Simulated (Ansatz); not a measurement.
Re, DFT, PBE, all-electron LAPW, non-relativistic (Ansatz 0.2.0), run on 1 thread of Arm Neoverse V2 on a shared host.

The cell is a database entry far from equilibrium at this level of theory, probably a faulty or high-pressure entry; it serves as a test geometry alone.

Command: `ansatz run input.yaml --threads 1 --pin off --max-ram 2048MiB --backend cpu --events-out ev --progress --plain --runs-dir out`

```yaml
crystal:
  lattice:
    - [2.6029010724, 0.0, 0.0]
    - [-1.3014505362, 2.2541784522, 0.0]
    - [0.0, 0.0, 4.162]
  atoms:
    - { symbol: Re, position: [0.3333333333, 0.6666666667, 0.25] }
    - { symbol: Re, position: [0.6666666667, 0.3333333333, 0.75] }
kpoints:
  mp_grid: { grid: [18, 18, 10] }
  band_path:
    path:
      - [0.0, 0.0, 0.0]
      - [0.5, 0.0, 0.0]
      - [0.3333333333, 0.3333333333, 0.0]
      - [0.0, 0.0, 0.0]
      - [0.0, 0.0, 0.5]
      - [0.5, 0.0, 0.5]
      - [0.3333333333, 0.3333333333, 0.5]
      - [0.0, 0.0, 0.5]
      - [0.5, 0.0, 0.5]
    npoints: 5
scf:
  occupations: { method: fermi_dirac, width: 0.05 }
hamiltonian:
  xc: pbe
  pseudopotentials:
    kind: all_electron
    lapw: { basis_error: 0.00025 }
    relativity: none
output:
  forces: true
  stress: true
  eigenvalues: true
```

(1) How large is the problem that the program sets up?

(2) About how long does it take, and how much memory does it use?

Results:

(1) 222 irreducible k-points, 391 plane waves at Γ, 57 bands.

(2) 110 s of wall time for 8 SCF iterations, with a peak of 1.2 GiB. Times on shared machines scatter by tens of per cent.
